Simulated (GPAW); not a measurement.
Runs of GPAW 26.7.0 on AlRu. The structure is cubic, space group Pm-3m (No. 221). Conventional cell: a = 2.992 Å, b = 2.992 Å, c = 2.992 Å, α = 90.00°, β = 90.00°, γ = 90.00°. Around Ru (site symmetry m-3m) lie 8 Al at 2.59 Å. Around Al (site symmetry m-3m) lie 8 Ru at 2.59 Å. 

```csv
task,level,potentials or basis,U,smearing,band path,band points,eigensolver,k mesh for the DOS,dos width,gap on the mesh (eV),pressure (GPa)
band structure,BLYP,"PAW data sets generated in the run's folder for this functional, pw",-,fermi-dirac 0.05 eV,"GXMGRX,MR",100,davidson,-,-,-,(b)
band structure,AM05,"PAW data sets generated in the run's folder for this functional, pw",-,fermi-dirac 0.05 eV,"GXMGRX,MR",100,-,-,-,-,-3.2
density of states,r2SCAN+U,"GPAW PAW data sets (gpaw-data 1.2.1), pw",Ru d U = 3.5 eV,gaussian 0.05 eV,-,-,-,13 × 13 × 13,0.05 eV,none,-3.4
band structure,revPBE,"the program's PAW data sets (release 1.2.1) made for this functional, pw",-,fermi-dirac 0.05 eV,"GXMGRX,MR",100,-,-,-,-,6.0
band structure,PBE,"GPAW PAW data sets (gpaw-data 1.2.1), pw",-,fermi-dirac 0.05 eV,"GXMGRX,MR",100,-,-,-,-,3.2
band structure,r2SCAN,"GPAW PAW data sets (gpaw-data 1.2.1), pw",-,fermi-dirac 0.05 eV,"GXMGRX,MR",100,-,-,-,-,(a)
single point,LDA,"the program's PAW data sets (release 1.2.1) made for this functional, pw",-,gaussian 0.1 eV,-,-,-,-,-,none,-7.6
```

Alike in all rows: no spin polarisation; cell as given; k mesh 9 × 9 × 9; cutoff (eV) 600.

Question: Fill in the values left out.

Answer: (a) -0.6; (b) 9.3.

Caveats: the PAW data sets were made with another functional, which shifts forces and pressure a little (some runs); U without spin polarisation on a metal has little footing (some runs); the U is typed as a test and isn't derived for this compound (some runs).

A k mesh can miss the band edges, and the runs leave out spin-orbit coupling on Ru.

A gap of «none» marks a metal or a gap under the smearing width.

Not every run made on this cell is shown here.
